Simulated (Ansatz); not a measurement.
Runs of Ansatz 0.2.0 on Na2S. Symmetry: Fm-3m, No. 225, cubic system. Conventional cell: a = 6.547 Å, b = 6.547 Å, c = 6.547 Å, α = 90.00°, β = 90.00°, γ = 90.00°. Around S (site symmetry m-3m) lie 8 Na at 2.83 Å. Na (site symmetry -43m) has 4 S at 2.83 Å as nearest neighbours. 

```tsv
share of exact exchange	gap on the mesh (eV)	pressure (GPa)
0.5	4.55	-0.9
0.05	2.67	0.2
0.3	3.70	-0.4
0.1	(b)	0.0
0.4	4.12	-0.7
0.15	3.07	(a)
0.2	3.28	-0.2
0.25	3.49	-0.3
```

Alike in all rows: task single point; level HSE06 form with a typed share of exact exchange; potentials or basis Ansatz PAW; no spin polarisation; cell as given; k mesh 4 × 4 × 4; cutoff (eV) 420; smearing fermi-dirac 0.05 eV.

Task: Estimate the missing entries.

Result: (a) -0.1; (b) 2.87.

Caveats: the PAW data sets come from PBE, with cores solved anew for the run's functional, which leaves a small shift of forces and pressure; the thresholds are loose for stress.

